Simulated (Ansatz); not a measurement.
Input for Ansatz (plane-wave DFT, PAW):

```yaml
crystal:
  lattice:
    - [0.0, 2.1169471345, 2.1169471345]
    - [2.1169471345, 0.0, 2.1169471345]
    - [2.1169471345, 2.1169471345, 0.0]
  atoms:
    - { symbol: Zn, position: [0.0, 0.0, 0.0] }
    - { symbol: O, position: [0.5, 0.5, 0.5] }
basis:
  ecutwfc: 420
kpoints:
  mp_grid: { grid: [12, 12, 12] }
hamiltonian:
  xc: pbesol
scf:
  occupations: { method: gaussian, width: 0.02 }
output:
  forces: true
  stress: true
  eigenvalues: true
```

Launched with
```bash
ansatz run input.yaml --threads 1 --pin off --max-ram 1331MiB --backend cpu --events-out ev --progress --plain --runs-dir out
```

The calculation used Ansatz, DFT PBEsol, scalar-relativistic, plane waves, PAW.

Abridged output (iterations and final results):

```
SCF iter   1: F=—  HF=-3841.911498 eV  |F-HF|=—  |Δ(HF+E_count)|=         —  Δρ=1.68e-2  dr2=4.22e-2  ethr=1.77e-3  ⟨swp⟩=5.3  Hψ=5100  notcnv=0
SCF iter   2: F=—  HF=-3841.901214 eV  |F-HF|=—  |Δ(HF+E_count)|=   1.03e-2  Δρ=5.54e-3  dr2=5.93e-3  ethr=2.35e-4  ⟨swp⟩=2.0  Hψ=1799  notcnv=0
SCF iter   3: F=—  HF=-3841.899896 eV  |F-HF|=—  |Δ(HF+E_count)|=   1.32e-3  Δρ=2.44e-3  dr2=4.87e-4  ethr=3.30e-5  ⟨swp⟩=2.4  Hψ=1735  notcnv=0
SCF iter   4: F=—  HF=-3841.899622 eV  |F-HF|=—  |Δ(HF+E_count)|=   2.74e-4  Δρ=6.15e-4  dr2=2.91e-5  ethr=2.71e-6  ⟨swp⟩=2.0  Hψ=1728  notcnv=0
SCF iter   5: F=—  HF=-3841.899620 eV  |F-HF|=—  |Δ(HF+E_count)|=   1.85e-6  Δρ=6.81e-5  dr2=4.41e-7  ethr=1.62e-7  ⟨swp⟩=2.1  Hψ=1587  notcnv=0
SCF iter   6: F=-3841.899620 eV  HF=-3841.899620 eV  |F-HF|=1.55e-8  |Δ(HF+E_count)|=   5.05e-9  Δρ=1.17e-5  dr2=1.98e-8  ethr=5.56e-10  ⟨swp⟩=5.3  Hψ=4426  notcnv=0
SCF 1 converged in 6 iterations: F = -3841.899620 eV  dr2 = 1.98e-8
SCF converged after 6 iterations
Free energy (F): -3841.899620 eV
Harris-Foulkes:  -3841.899620 eV  (|F-HF|=1.55e-8)
Internal energy: -3841.899620 eV  (E = F + TS)
E sigma→0 (E₀):  -3841.899620 eV
Fermi energy:    10.968824 eV
--- Per-component energies (eV) ---
  E_band       = 86.646821
  E_kinetic    = 306.955767
  E_local      = -1682.653039  (includes V_loc(G=0)·N_el)
  E_nonlocal   = 671.177839
  E_hartree    = 689.581299
  E_xc         = -208.028938
  E_vxc        = -145.548970  (∫ρ·V_xc dr)
  E_paw        = -1949.521920  (= ΣΔE_a)
  E_vpaw       = -442.449517  (= ΣTr[D̂ρ^β])
  E_aug_tail   = 0.002075  (compensation charges beyond the density's cutoff)
  E_ewald      = -1670.245346
  E_core_change = 0.832643  (= ΣΔE_core)
  E_smearing   =  0.000000  (= −TS)
--- Forces (eV/Å), atoms counted from 1 ---
  atom   1  Zn     0.00000000     0.00000000     0.00000000
  atom   2  O      0.00000000     0.00000000     0.00000000
--- Stress (GPa, compression-positive) ---
        4.311637       0.000000       0.000000
        0.000000       4.311637       0.000000
        0.000000       0.000000       4.311637
  P = ⅓ Tr σ = 4.3116 GPa (43.116 kbar)
--- Band table (eV; the first three rows and the last of 72) ---
  k-point 0: bands = ["-8.3689", "5.5189", "5.5189", "5.5189", "5.7499", "5.7499", "8.9646", "8.9646", "8.9646", "11.4574", "28.4153", "28.4153", "28.4153"]
  k-point 1: bands = ["-8.2859", "5.4575", "5.5140", "5.5140", "5.6681", "5.6681", "8.3338", "9.0933", "9.0933", "12.1558", "26.0166", "27.9795", "27.9795"]
  k-point 2: bands = ["-8.0495", "5.1796", "5.3146", "5.3146", "5.6675", "5.6675", "7.3956", "9.4121", "9.4121", "13.3814", "23.7340", "26.7708", "26.7708"]
  k-point 71: bands = ["-6.6454", "4.6447", "4.6634", "4.6634", "6.1028", "6.3398", "6.9209", "6.9209", "8.2739", "17.4903", "20.9769", "20.9769", "22.6704"]
```

The calculation finished and met its thresholds.